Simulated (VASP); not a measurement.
# From an Ansatz input to VASP: BaO (strained rocksalt)

Ansatz input

```yaml
crystal:
  lattice:
    - [0.0, 2.6610649743, 2.6610649743]
    - [2.6610649743, 0.0, 2.6610649743]
    - [2.6610649743, 2.6610649743, 0.0]
  atoms:
    - { symbol: Ba, position: [0.0, 0.0, 0.0] }
    - { symbol: O, position: [0.5, 0.5, 0.5] }
kpoints:
  mp_grid: { grid: [8, 8, 8] }
  band_path:
    path:
      - [0.0, 0.0, 0.0]
      - [0.5, 0.0, 0.5]
      - [0.625, 0.25, 0.625]
      - [0.375, 0.375, 0.75]
      - [0.5, 0.5, 0.5]
      - [0.5, 0.25, 0.75]
      - [0.0, 0.5, 0.5]
    npoints: 1
hamiltonian:
  xc: r2scan
scf:
  occupations: { method: fixed }
  n_extra_bands: 4
output:
  forces: true
  stress: true
  eigenvalues: true
```

Task: Translate this input to VASP.

Result: 

INCAR

```
LREAL = .FALSE.
IBRION = -1
LWAVE = .FALSE.
ENCUT = 520
METAGGA = R2SCAN
NSW = 0
ISMEAR = 0
ALGO = Normal
NELM = 120
ISIF = 2
LASPH = .TRUE.
PREC = Accurate
EDIFF = 1E-7
SIGMA = 0.01
NBANDS = 15
LCHARG = .FALSE.
```

KPOINTS

```
KPOINTS created by Atomic Simulation Environment
0
Gamma
8 8 8
0 0 0
```

KPOINTS_OPT

```
special points
7
Reciprocal
0.0000000000 0.0000000000 0.0000000000 1
0.5000000000 0.0000000000 0.5000000000 1
0.6250000000 0.2500000000 0.6250000000 1
0.3750000000 0.3750000000 0.7500000000 1
0.5000000000 0.5000000000 0.5000000000 1
0.5000000000 0.2500000000 0.7500000000 1
0.0000000000 0.5000000000 0.5000000000 1
```

POSCAR

```
Ba O
 1.0000000000000000
     0.0000000000000000    2.6610649742999999    2.6610649742999999
     2.6610649742999999    0.0000000000000000    2.6610649742999999
     2.6610649742999999    2.6610649742999999    0.0000000000000000
 Ba  O
   1   1
Cartesian
  0.0000000000000000  0.0000000000000000  0.0000000000000000
  2.6610649742999999  2.6610649742999999  2.6610649742999999
```

VASP ran with the recommended PBE PAW datasets (16 valence electrons in the cell). Other inputs would serve too.

```json
{"": "gap between bands v and c", "Ansatz": "1.88 eV", "VASP": "1.80 eV"}
{"": "least direct gap", "Ansatz": "1.88 eV", "VASP": "1.80 eV"}
{"": "pressure", "Ansatz": "12.3 GPa", "VASP": "15.0 GPa"}
```

The two codes use different PAW datasets and cutoffs. VASP's cell holds 16 valence electrons and Ansatz's 16. Ansatz's stress includes a Pulay correction; VASP's doesn't.
